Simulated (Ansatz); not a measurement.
# Yttrium (fcc) across density functionals

All rows: Ansatz, plane waves with scalar-relativistic PAW, 420 eV (500 eV for the SCAN forms), relaxed under each functional, no dispersion correction, no zero-point motion. B₀ comes from uniform scaling at fixed shape; a dash is a value not given.

| functional | V (Å³/atom) | cell | B₀ (GPa) | magnetic state | ΔE to hcp (meV/atom) |
| --- | --- | --- | --- | --- | --- |
| PBE | 32.44 | a = 5.063 Å | 40 | non-magnetic | 27 |
| r²SCAN | 33.31 | a = 5.108 Å | 37 | spin not included | 87 |
| PBEsol | 30.91 | a = 4.982 Å | 42 | spin not included | 20 |
| LDA | 29.53 | a = 4.907 Å | 46 | spin not included | 9 |
| revPBE | 33.57 | a = 5.121 Å | 37 | spin not included | 33 |
| RPBE | 33.94 | a = 5.139 Å | 36 | spin not included | 35 |

(1) What does BLYP give?

Real yttrium is paramagnetic; a moment here is an artefact of the functional.

Answers

(1) V (Å³/atom): 33.47; cell: a = 5.116 Å; B₀ (GPa): 38; magnetic state: spin not included; ΔE to hcp (meV/atom): 24.
